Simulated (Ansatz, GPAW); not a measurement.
# Ballistic transport through benzene-1,4-dithiol between two Al chains, from relaxation to T(E), part 2 of 3

Aim: the conductance of benzene-1,4-dithiol between two Al chains after relaxation, and whether geometry, basis or functional moves it most.

GPAW 26.7.0 and Ansatz 0.2.0; Ansatz plane waves; relaxation of the junction with the lead ends held; PAW set soft_1 (the session's first sound run).

So far, transmission at the Fermi level (one spin): step 3 (plane-wave reference (PBE)) 0.0149. Also open channels of the lead at the Fermi level (one spin): step 3 2.

### 4. Double-zeta polarised basis

Localised orbitals split the wire into layers that couple to their neighbours alone, which is what the Green's function method needs; double zeta with polarisation is the usual level for numbers.

This step: GPAW LCAO, PAW setups; Landauer transmission from Green's functions with principal layers (ASE), zero bias (GPAW 26.7.0).

run.py

```python
import json
import numpy as np
from ase import Atoms
from ase.transport.calculators import TransportCalculator
from gpaw import GPAW, FermiDirac
from gpaw.lcao.tools import get_lcao_hamiltonian
from scipy.linalg import eigh

# The junction with lead layers at both ends, along the third cell vector
device = Atoms(
    ['Al', 'Al', 'Al', 'Al', 'Al', 'Al', 'Al', 'S', 'H', 'C', 'C', 'H', 'C', 'C', 'H', 'C', 'C', 'H', 'S', 'Al', 'Al', 'Al', 'Al', 'Al', 'Al', 'Al'],
    positions=[
        [5.71513, 4.50000, 1.20000],
        [5.71513, 4.50000, 3.60000],
        [5.71513, 4.50000, 6.00000],
        [5.71513, 4.50000, 8.40000],
        [5.71513, 4.50000, 10.80000],
        [4.40427, 4.79659, 12.99334],
        [5.51360, 4.62262, 15.36355],
        [4.18074, 5.11349, 17.10148],
        [7.09493, 5.05077, 17.86699],
        [5.07053, 5.05031, 18.64466],
        [6.46849, 5.04681, 18.76166],
        [3.21589, 5.06299, 19.75314],
        [4.30412, 5.05886, 19.82307],
        [7.07784, 5.05040, 20.01402],
        [8.16606, 5.04759, 20.08399],
        [4.91341, 5.08047, 21.07546],
        [6.31137, 5.07636, 21.19208],
        [4.28757, 5.11214, 21.96973],
        [7.19981, 5.17247, 22.73485],
        [5.89009, 4.61464, 24.47029],
        [6.99813, 4.84715, 26.83784],
        [5.71513, 4.50000, 29.04109],
        [5.71513, 4.50000, 31.44109],
        [5.71513, 4.50000, 33.84109],
        [5.71513, 4.50000, 36.24109],
        [5.71513, 4.50000, 38.64109]],
    cell=[[11.43027, 0.0, 0.0], [0.0, 9.0, 0.0], [0.0, 0.0, 39.84109]],
    pbc=True)

# One principal layer of the lead: the first 4 atoms of the device
lead = Atoms(
    ['Al', 'Al', 'Al', 'Al'],
    positions=[
        [5.71513, 4.50000, 1.20000],
        [5.71513, 4.50000, 3.60000],
        [5.71513, 4.50000, 6.00000],
        [5.71513, 4.50000, 8.40000]],
    cell=[[11.43027, 0.0, 0.0], [0.0, 9.0, 0.0], [0.0, 0.0, 9.6]],
    pbc=True)

settings = dict(mode='lcao', basis='dzp', xc='PBE', h=0.2,
                occupations=FermiDirac(0.1), maxiter=250,
                mixer=dict(beta=0.1, nmaxold=8, weight=100.0),
                convergence=dict(density=0.0001))
energies = np.arange(-2, 2 + 1e-9, 0.025)
eta = 0.0001
n1, n2 = 1, 1
# k and -k transmit alike, so half of the mesh across the current serves
mesh = [(i, j) for i in range(n1) for j in range(n2) if (i, j) <= (-i % n1, -j % n2)]
weights = np.array([1 if (i, j) == (-i % n1, -j % n2) else 2 for i, j in mesh]) / (n1 * n2)

# [... helper functions left out ...]
fermi_lead = ground_state(lead, (1, 1, 12), 'lead.txt')
fermi_device = ground_state(device, (1, 1, 2), 'device.txt')
# [... loop over the mesh left out, but for ...]
        # Shift the lead onto the potential of the device's first layer
        shift = ((H[:, 0, 0] - H0[:, 0, 0]) / S0[0, 0]).real.mean()
# [...]
kT = 8.617333e-5 * 300
bias = [0.1, 0.2, 0.5, 1.0, 1.5, 2.0]
# [... integrals and printing left out ...]
```

Launch:

```
$ OMP_NUM_THREADS=1 OPENBLAS_NUM_THREADS=1 python run.py
```

Wall time 2.5 min (1 thread of Intel Xeon Platinum 8375C at 2.90GHz (Ice Lake), shared host); peak memory 1.5 GiB.

Numbers from this step:

```
conductance                                    : 0.01684 G₀
thermopower                                    : -18.36 μV/K
largest coupling past the next principal layer : 1.42e-15 eV
largest misfit of the first principal layer    : 0.05982 eV
shift that aligns the lead                     : 0.01720 eV
basis functions of the junction                : 306
basis functions of a principal layer           : 52
transmission at the Fermi level (one spin)     : 0.01704
```

One spin. Table of transmission, zone mean by energy, zero at the Fermi level:

energy (eV), transmission, zone mean and a bar:
```
   -2.000      0.002 
   -1.900      0.002 
   -1.800      0.001 
   -1.700      0.000 
   -1.600      0.001 
   -1.500      0.003 
   -1.400      0.003 
   -1.300      0.001 
   -1.200      0.000 
   -1.100      0.000 
   -1.000      0.000 
   -0.900      0.000 
   -0.800      0.000 
   -0.700      0.000 
   -0.600      0.000 
   -0.500      0.000 
   -0.400      0.000 
   -0.300      0.002 
   -0.200      0.006 #
   -0.100      0.012 ##
    0.000      0.017 ##
    0.100      0.021 ###
    0.200      0.024 ###
    0.300      0.030 ####
    0.400      0.037 #####
    0.500      0.045 ######
    0.600      0.051 #######
    0.700      0.056 #######
    0.800      0.058 ########
    0.900      0.059 ########
    1.000      0.060 ########
    1.100      0.061 ########
    1.200      0.062 ########
    1.300      0.064 ########
    1.400      0.068 #########
    1.500      0.075 ##########
    1.600      0.086 ###########
    1.700      0.103 ##############
    1.800      0.130 #################
    1.900      0.170 ######################
    2.000      0.227 ##############################
```

Crossings of the lead's bands, unfolded to its shortest repeat. The open channels, zone mean by energy, zero at the Fermi level:

```
energy (eV)  open channels, zone mean
     -2.000                         1
     -1.800                         1
     -1.600                         1
     -1.400                         1
     -1.200                         0
     -1.000                         0
     -0.800                         0
     -0.600                         0
     -0.400                         0
     -0.200                         2
      0.000                         2
      0.200                         2
      0.400                         2
      0.600                         2
      0.800                         2
      1.000                         3
      1.200                         3
      1.400                         3
      1.600                         3
      1.800                         3
      2.000                         3
```

Not self-consistent under bias; the bias window is split evenly. The current through one cell, from the zero-bias transmission by bias:

```
bias (V)  current through one cell, from the zero-bias transmission (μA)
   0.100                                                           0.130
   0.200                                                           0.257
   0.500                                                           0.618
   1.000                                                            1.32
   1.500                                                            2.33
   2.000                                                            3.47
```

Transmission of the three most open eigenchannels against energy, zero at the Fermi level:

```
energy (eV)  channel 1  channel 2  channel 3
     -2.000    0.00219          0          0
     -1.900    0.00173          0          0
     -1.800     9.7e-4          0          0
     -1.700     8.6e-5          0          0
     -1.600     6.9e-4          0          0
     -1.500    0.00289          0          0
     -1.400    0.00291          0          0
     -1.300     8.5e-4          0          0
     -1.200     1.5e-9          0          0
     -1.100    2.6e-11          0          0
     -1.000    2.0e-12          0          0
     -0.900          0          0          0
     -0.800    1.9e-12          0          0
     -0.700    6.5e-11          0          0
     -0.600    1.3e-10          0          0
     -0.500    1.4e-12          0          0
     -0.400    5.0e-11    2.4e-12          0
     -0.300    0.00175     2.4e-5          0
     -0.200    0.00564     6.8e-5          0
     -0.100     0.0118     1.8e-4          0
      0.000     0.0166     4.0e-4          0
      0.100     0.0197     7.6e-4          0
      0.200     0.0231    0.00126          0
      0.300     0.0278    0.00199          0
      0.400     0.0338    0.00305          0
      0.500     0.0401    0.00455          0
      0.600     0.0450    0.00648          0
      0.700     0.0473    0.00867          0
      0.800     0.0476     0.0108          0
      0.900     0.0468     0.0126    3.4e-12
      1.000     0.0470     0.0133     2.1e-5
      1.100     0.0477     0.0131     7.3e-5
      1.200     0.0494     0.0125     1.6e-4
      1.300     0.0526     0.0114     2.9e-4
      1.400     0.0577    0.00997     4.9e-4
      1.500     0.0657    0.00838     7.5e-4
      1.600     0.0779    0.00694    0.00106
      1.700     0.0962    0.00583    0.00135
      1.800      0.123    0.00508    0.00159
      1.900      0.164    0.00464    0.00174
      2.000      0.221    0.00444    0.00182
```

At the Fermi level T is 0.0170 against 0.0149 in plane waves. Couplings past the next layer reach 1.4e-15 eV, small enough to drop; the matrix elements of the cell's first layer differ from the bulk lead's by up to 0.060 eV. That layer keeps its own values in the calculation, and only beyond it is the lead taken as perfect. The Fermi levels of lead and junction count from different zeros of potential, one for each periodic cell; with both set to zero, the small remaining shift is what aligns them. By hand: G = 0.01684 × 77.48 μS = 1.31 μS, a resistance of 766 kΩ; at 0.1 V a linear junction would pass 0.131 μA, and the integral over the bias window gives 0.130 μA. Mott's formula, S = -(π²/3)(k_B²T/e) d ln T/dE, has the prefactor 7.33 μV/K·eV at 300 K; T = 0.01598 at -0.025 eV and 0.01798 at 0.025 eV give a slope of 2.35 per eV and S = -17.2 μV/K, beside -18.4 μV/K from the thermal integral, which interpolates the same grid.

### 5. GPAW, szp: basis = "szp(dzp)"

The second zeta is dropped, the polarisation orbitals stay.

run.py, as its differences from that of step 4:

```diff
@@ -52,3 +52,3 @@
 
-settings = dict(mode='lcao', basis='dzp', xc='PBE', h=0.2,
+settings = dict(mode='lcao', basis='szp(dzp)', xc='PBE', h=0.2,
                 occupations=FermiDirac(0.1), maxiter=250,
```

Elapsed: 2.1 min, on 1 thread; peak memory 1.5 GiB.

This step gave:

```
conductance                                    : 0.01754 G₀
thermopower                                    : -21.62 μV/K
largest coupling past the next principal layer : 1.20e-15 eV
largest misfit of the first principal layer    : 0.06740 eV
shift that aligns the lead                     : 0.02416 eV
basis functions of the junction                : 214
basis functions of a principal layer           : 36
transmission at the Fermi level (one spin)     : 0.01775
```

One spin. Transmission, zone mean against energy, zero at the Fermi level:

```
energy (eV)  transmission, zone mean
     -2.000                  0.00343
     -1.900                  0.00271
     -1.800                  0.00111
     -1.700                   4.7e-5
     -1.600                  0.00383
     -1.500                   0.0158
     -1.400                    0.310
     -1.300                  1.7e-10
     -1.200                  5.3e-12
     -1.100                        0
     -1.000                        0
     -0.900                        0
     -0.800                  3.0e-12
     -0.700                   1.5e-9
     -0.600                  1.3e-11
     -0.500                        0
     -0.400                  1.5e-12
     -0.300                  0.00146
     -0.200                  0.00468
     -0.100                   0.0116
      0.000                   0.0178
      0.100                   0.0221
      0.200                   0.0277
      0.300                   0.0365
      0.400                   0.0485
      0.500                   0.0619
      0.600                   0.0741
      0.700                   0.0836
      0.800                   0.0915
      0.900                   0.0974
      1.000                    0.104
      1.100                    0.113
      1.200                    0.126
      1.300                    0.144
      1.400                    0.172
      1.500                    0.217
      1.600                    0.290
      1.700                    0.413
      1.800                    0.608
      1.900                    0.886
      1.950                     1.01
      2.000                    0.674
```

The conductance, 0.0175 G₀, lies 4.1 % above that of the dzp run.

### 6. Minimal basis

One function for each valence shell of the setup, as for a first survey of a large system.

run.py, as its differences from that of step 5:

```diff
@@ -52,3 +52,3 @@
 
-settings = dict(mode='lcao', basis='szp(dzp)', xc='PBE', h=0.2,
+settings = dict(mode='lcao', basis='sz(dzp)', xc='PBE', h=0.2,
                 occupations=FermiDirac(0.1), maxiter=250,
```

It took 87 s on 1 thread; peak memory 1.4 GiB.

This step gave:

- conductance: 0.02008 G₀
- thermopower: -19.51 μV/K
- largest coupling past the next principal layer: 1.37e-15 eV
- largest misfit of the first principal layer: 0.08621 eV
- shift that aligns the lead: 0.03169 eV
- basis functions of the junction: 92
- basis functions of a principal layer: 16
- transmission at the Fermi level (one spin): 0.02033

The conductance, 0.0201 G₀, lies 19 % above that of the dzp run.

### 7. RPBE in the dzp basis: xc = "RPBE"

Back in the dzp basis, the functional changes from PBE to RPBE, to set the spread between functionals beside that between bases.

run.py, as its differences from that of step 6:

```diff
@@ -52,3 +52,3 @@
 
-settings = dict(mode='lcao', basis='sz(dzp)', xc='PBE', h=0.2,
+settings = dict(mode='lcao', basis='dzp', xc='RPBE', h=0.2,
                 occupations=FermiDirac(0.1), maxiter=250,
```

Elapsed: 2.3 min, on 1 thread; peak memory 1.5 GiB.

Numbers from this step:

* conductance: 0.01578 G₀
* thermopower: -18.26 μV/K
* largest coupling past the next principal layer: 1.16e-15 eV
* largest misfit of the first principal layer: 0.05796 eV
* shift that aligns the lead: 0.01646 eV
* basis functions of the junction: 306
* basis functions of a principal layer: 52
* transmission at the Fermi level (one spin): 0.01594

One spin. The transmission, zone mean by energy, zero at the Fermi level:

```
energy (eV)  transmission, zone mean
     -2.000                  0.00204
     -1.800                   8.2e-4
     -1.600                   8.2e-4
     -1.400                  0.00281
     -1.200                   1.3e-9
     -1.000                  1.6e-12
     -0.800                  1.4e-12
     -0.600                  1.4e-10
     -0.400                  5.0e-11
     -0.200                  0.00550
      0.000                   0.0159
      0.200                   0.0230
      0.400                   0.0355
      0.600                   0.0500
      0.800                   0.0566
      1.000                   0.0574
      1.200                   0.0592
      1.400                   0.0644
      1.600                   0.0803
      1.800                    0.120
      2.000                    0.208
```

The conductance, 0.0158 G₀, lies 6.3 % below that of the dzp run.

### 8. Without the relaxation: geometry = "as built"

The dzp basis with PBE on the structure as first built shows what the relaxation was worth.

run.py, as its differences from that of step 7:

```diff
@@ -17,18 +17,18 @@
         [5.71513, 4.50000, 10.80000],
-        [4.40427, 4.79659, 12.99334],
-        [5.51360, 4.62262, 15.36355],
-        [4.18074, 5.11349, 17.10148],
-        [7.09493, 5.05077, 17.86699],
-        [5.07053, 5.05031, 18.64466],
-        [6.46849, 5.04681, 18.76166],
-        [3.21589, 5.06299, 19.75314],
-        [4.30412, 5.05886, 19.82307],
-        [7.07784, 5.05040, 20.01402],
-        [8.16606, 5.04759, 20.08399],
-        [4.91341, 5.08047, 21.07546],
-        [6.31137, 5.07636, 21.19208],
-        [4.28757, 5.11214, 21.96973],
-        [7.19981, 5.17247, 22.73485],
-        [5.89009, 4.61464, 24.47029],
-        [6.99813, 4.84715, 26.83784],
+        [5.71513, 4.50000, 13.20000],
+        [5.71513, 4.50000, 15.60000],
+        [4.44623, 5.62453, 17.00190],
+        [7.21621, 5.63296, 17.94412],
+        [5.16248, 5.61388, 18.62978],
+        [6.54868, 5.62078, 18.80208],
+        [3.25000, 5.62903, 19.63786],
+        [4.33166, 5.62089, 19.75286],
+        [7.09860, 5.62089, 20.08823],
+        [8.18027, 5.62903, 20.20323],
+        [4.88158, 5.62078, 21.03901],
+        [6.26779, 5.61388, 21.21131],
+        [4.21406, 5.63296, 21.89697],
+        [6.98403, 5.62453, 22.83919],
+        [5.71513, 4.50000, 24.24109],
+        [5.71513, 4.50000, 26.64109],
         [5.71513, 4.50000, 29.04109],
@@ -52,3 +52,3 @@
 
-settings = dict(mode='lcao', basis='dzp', xc='RPBE', h=0.2,
+settings = dict(mode='lcao', basis='dzp', xc='PBE', h=0.2,
                 occupations=FermiDirac(0.1), maxiter=250,
```

The job ended after 1.8 min (1 thread; peak memory 1.5 GiB).

Numbers from this step:

- conductance: 0.1342 G₀
- thermopower: 6.011 μV/K
- largest coupling past the next principal layer: 1.40e-15 eV
- largest misfit of the first principal layer: 0.009076 eV
- shift that aligns the lead: 2.53e-4 eV
- transmission at the Fermi level (one spin): 0.1368

The conductance, 0.134 G₀, lies a factor of 8.0 above that of the dzp run.

### 9. All levels side by side

Times are wall times on the hardware named with each run. The series side by side:

```
no.       run  conductance (G₀)     time  memory (GiB)
  1    pw PBE           0.01484  1.9 min           3.9
  2       dzp           0.01684  2.5 min           1.5
  3       szp           0.01754  2.1 min           1.5
  4        sz           0.02008     87 s           1.4
  5  dzp RPBE           0.01578  2.3 min           1.5
  6   asbuilt            0.1342  1.8 min           1.5
```

### 10. The levels side by side

The curves are compared point by point over the common energies.

This step: comparison of transmission and cost over codes, levels and geometry; PAW set soft_1 (GPAW 26.7.0).

Ladder, by row:

```
    step    code  T at the Fermi level (sum over the listed spins)  conductance (G0)  r.m.s. T(E) from the first  wall time (s)  peak memory (GiB)  threads
  pw-pbe  Ansatz                                           0.01493           0.01484                           0          116.1              3.869        4
     dzp    GPAW                                           0.01704           0.01684                     0.01705          148.3               1.54        1
     szp    GPAW                                           0.01775           0.01754                      0.1606          125.2               1.52        1
      sz    GPAW                                           0.02033           0.02008                      0.1297          86.84               1.38        1
dzp-RPBE    GPAW                                           0.01594           0.01578                     0.02092          136.2               1.54        1
 asbuilt    GPAW                                            0.1368            0.1342                     0.09654            111               1.54        1
```

Transmission, zone mean, sum over the listed spins against energy, zero at the Fermi level:

```
energy (eV)   pw-pbe      dzp      szp       sz  dzp-RPBE  asbuilt
    -2.0000  0.00155  0.00219  0.00343  0.00497   0.00204   7.8e-5
    -1.7500   6.5e-5   4.9e-4   2.6e-4   8.1e-4    3.7e-4  0.00652
    -1.5000  0.00492  0.00289   0.0158  1.8e-10   0.00294    0.822
    -1.2500  0.00108   1.4e-9  2.1e-11  1.8e-13    1.1e-9  2.0e-10
    -1.0000        0  2.0e-12  4.9e-13  6.0e-14   1.6e-12  4.7e-13
    -0.7500        0  6.2e-12  1.8e-11  1.0e-11   4.4e-12  6.3e-14
    -0.5000        0  1.4e-12  5.5e-13  3.1e-13   1.3e-12  1.9e-13
    -0.2500  0.00296  0.00336  0.00262  0.00363   0.00326   0.0623
     0.0000   0.0149   0.0170   0.0178   0.0203    0.0159    0.137
     0.2500   0.0254   0.0268   0.0317   0.0340    0.0255   0.0823
     0.5000   0.0434   0.0447   0.0619   0.0667    0.0432   0.0527
     0.7500   0.0589   0.0575   0.0876   0.0953    0.0557   0.0459
     1.0000   0.0636   0.0603    0.104    0.111    0.0574   0.0482
     1.2500   0.0674   0.0630    0.134    0.140    0.0600   0.0573
     1.5000   0.0852   0.0748    0.217    0.213    0.0704   0.0729
     1.7500    0.147    0.115    0.500    0.446     0.107   0.0987
     2.0000    0.322    0.227    0.674    0.459     0.208    0.147
```

(Continued in part 3 of 3.)

[Logs are printed without paths, hosts, clocks, repeated set-up lines and the standing remarks that a program may print on its own settings, such as how far it seeks lower states.]

[Hosts, paths, dates, database ids (printed as entryN), source tags and the programs' standing remarks are cut or masked in the printed files.]
